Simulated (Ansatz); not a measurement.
PtS2:

```
Pt S
1.0
     3.54320    0.00000    0.00000
    -1.77160    3.06850    0.00000
     0.00000    0.00000    5.03880
Pt S
1 2
Cartesian
  0.0000 0.0000 0.0000
  1.7716 1.0228 3.8950
  0.0000 2.0457 1.1438
```

| Property | Result |
| --- | --- |
| Program | Ansatz 0.2.0 |
| Task | single point |
| Functional | PBEsol |
| Potentials or basis | Ansatz PAW |
| Cutoff | 420 eV (not typed: the program's choice for these potentials) |
| k mesh | 9 × 9 × 5 |
| Occupations | fermi-dirac, width 0.05 eV |
| Spin | no spin polarisation |

On this cell: pressure 6.4 GPa; largest force 0.952 eV/Å; band gap on the k mesh 0.95 eV, indirect (least direct gap 0.99 eV).

The same run follows on a disturbed copy (atoms moved at random, drawn with an rms of 0.05 Å):

```xyz
3
Lattice="3.5432 0.0000 0.0000 -1.7716 3.0685 0.0000 0.0000 0.0000 5.0388" Properties=species:S:1:pos:R:3 pbc="T T T"
Pt    0.0095   -0.0200    0.0506
S     1.7774    1.0159    3.8884
S    -0.0024    2.0604    1.1809
```

**Question.** What does the disturbed cell give?

**Answer.** The energy moves by -4.7 meV/atom; pressure 4.6 GPa; largest force 1.102 eV/Å; band gap on the k mesh 0.82 eV, indirect (least direct gap 0.95 eV).

Forces on the atoms (eV/Å):
```
Pt  -0.163  0.463 -0.725
S    0.020 -0.087 -0.301
S    0.143 -0.376  1.026
```

Stress tensor (GPa, compression positive):
```
 5.48 -0.23  0.38
-0.23  4.37 -0.88
 0.38 -0.88  3.97
```

Caveats: odd divisions of the mesh miss points on the zone boundary, where band edges often lie, so the gap on the mesh can be too wide; spin-orbit coupling is left out, which moves the levels of the heavy elements; the PAW data sets come from PBE, with cores solved anew for the run's functional, which leaves a small shift of forces and pressure.

A k mesh can miss the band edges.
